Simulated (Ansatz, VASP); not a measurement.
## One calculation of Ir, two programs

```xyz
2
Lattice="0.0000 -1.9147 -1.9147 0.0000 1.9147 -1.9147 3.8309 0.0000 0.0000" Properties=species:S:1:pos:R:3 pbc="T T T"
Ir    1.9154    0.0000   -1.9147
Ir    0.0000    0.0000    0.0000
```

Change from the starting cell: all atoms moved at random, sigma 0.05 Å a component; relaxed back.

Alike in both runs: functional PBEsol; k mesh 12 × 12 × 10; occupations gaussian, width 0.15 eV; no spin polarisation.

Ansatz relaxed the structure, and its values are those at the end. VASP's run is a single point on that final structure, the one shown.

```csv
,VASP,Ansatz
version,VASP 6.6.1,Ansatz 0.2.0
potentials or method,"VASP PAW PBE potentials, release 64 (Ir)","scalar-relativistic, plane waves, PAW"
plane-wave cutoff (eV),520,420
valence electrons in the cell,18,34
```

```csv
,VASP,Ansatz,Ansatz less VASP
gap on the k mesh at the Fermi level (eV),none,none,-
pressure (GPa),1.0,0.0,-1.02
```

A gap of «none» marks a metal or a gap that the smearing closes. With one functional, cell and mesh, what is left measures potentials, basis and numerics. The two sets of potentials don't hold the same shells in valence.

Caveats: the PAW data sets were made with another functional, which shifts forces and pressure a little (VASP). Spin-orbit coupling is left out, which matters for the levels of Ir.
